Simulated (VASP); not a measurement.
MnS, 2 atoms in the cell. The structure is cubic, space group F-43m (No. 216). Conventional cell: a = 4.947 Å, b = 4.947 Å, c = 4.947 Å, α = 90.00°, β = 90.00°, γ = 90.00°. Mn (site symmetry -43m) has 4 S at 2.14 Å as nearest neighbours. Around S (site symmetry -43m) lie 4 Mn at 2.14 Å. The cell is a database's computed one.

- Program: VASP 6.6.1
- Task: single point
- Functional: PBE
- Potentials or basis: VASP PAW PBE potentials, release 64 (Mn_pv, S)
- Cutoff: 520 eV
- k mesh: 9 × 9 × 9
- Occupations: gaussian, width 0.05 eV
- Spin: collinear spin, ferromagnetic start
- Starting moments: [4.0, 0.0] μB
- Further INCAR settings: ALGO = Normal; EDIFF = 1e-06

Potentials or basis: VASP PAW PBE potentials, release 64 (Mn_pv, S).

The run is started by

```bash
$ cat potpaw_PBE.64/Mn_pv/POTCAR potpaw_PBE.64/S/POTCAR > POTCAR
$ mpirun -np 1 vasp_std > vasp.out
```

Hardware: 1 thread of Intel(R) Xeon(R) Platinum 8559C (Emerald Rapids), with other jobs on the host.

**Question.** How long does it take, and how much memory?

**Answer.** Run time: 2.2 min on 1 thread of Intel(R) Xeon(R) Platinum 8559C (Emerald Rapids), with other jobs on the host, peak memory 0.19 GiB. Counts: scf iterations 87, k points 35.
